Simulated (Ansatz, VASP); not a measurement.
**Zr3S2: VASP beside Ansatz**

```
Zr S
1.0
     2.90254    1.67578    3.48777
    -2.90254    1.67578    3.48777
     0.00000   -3.35156    3.48777
Zr S
3 2
Direct
  0.83873 0.50000 0.16127
  0.50000 0.16127 0.83873
  0.16127 0.83873 0.50000
  0.66502 0.66502 0.66502
  0.33498 0.33498 0.33498
```

The cell comes from a database or a generator and needn't be the stable form of this composition.

Alike in both runs: task single point; functional PBE; k mesh 6 × 6 × 6; occupations fermi-dirac, width 0.05 eV; no spin polarisation.

```csv
,VASP,Ansatz
version,VASP 6.6.1,Ansatz 0.2.0
potentials or method,"VASP PAW PBE potentials, release 64 (Zr_sv, S)",Ansatz PAW
plane-wave cutoff (eV),520,420
valence electrons in the cell,48,48
```

VASP gave:

| Property | Result |
| --- | --- |
| gap on the k mesh at the Fermi level (eV) | none |
| pressure (GPa) | -0.9 |
| largest component of the traceless stress (GPa) | 0.12 |
| rms of the force components (eV/Å) | 0.025 |

Question: Estimate Ansatz's values.

Answer: gap on the k mesh at the Fermi level (eV): none; pressure (GPa): -0.9; largest component of the traceless stress (GPa): 0.09; rms of the force components (eV/Å): 0.026.

Atom by atom the forces differ by 0.001 eV/Å (rms over components). A gap of «none» marks a metal or a gap that the smearing closes. With one functional, cell and mesh, what is left measures potentials, basis and numerics.
